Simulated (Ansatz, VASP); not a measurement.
Two plane-wave programs on Hf

```
Hf
1.0
     1.52354   -5.07794    0.00000
     1.52354    5.07794    0.00000
     0.00000    0.00000    3.07912
Hf
2
Direct
  0.85459 0.14541 0.25000
  0.14541 0.85459 0.75000
```

Alike in both runs: functional PBE; k mesh 6 × 6 × 6; occupations gaussian, width 0.1 eV; no spin polarisation.

Ansatz relaxed the structure, and its values are those at the end. VASP's run is a single point on that final structure, the one shown.

|  | VASP | Ansatz |
| --- | --- | --- |
| version | VASP 6.6.1 | Ansatz 0.2.0 |
| potentials or method | VASP PAW PBE potentials, release 64 (Hf_pv) | scalar-relativistic, plane waves, PAW |
| plane-wave cutoff (eV) | 520 | 420 |
| valence electrons in the cell | 20 | 52 |

```tsv
	VASP	Ansatz	Ansatz less VASP
gap on the k mesh at the Fermi level (eV)	none	none	-
pressure (GPa)	-0.4	0.1	+0.42
rms of the force components (eV/Å)	0.029	0.003	-0.0262
```

A gap of «none» marks a metal or a gap that the smearing closes. With one functional, cell and mesh, what is left measures potentials, basis and numerics. The two sets of potentials don't hold the same shells in valence.

The runs have no spin-orbit coupling, so splittings on Hf are missing.
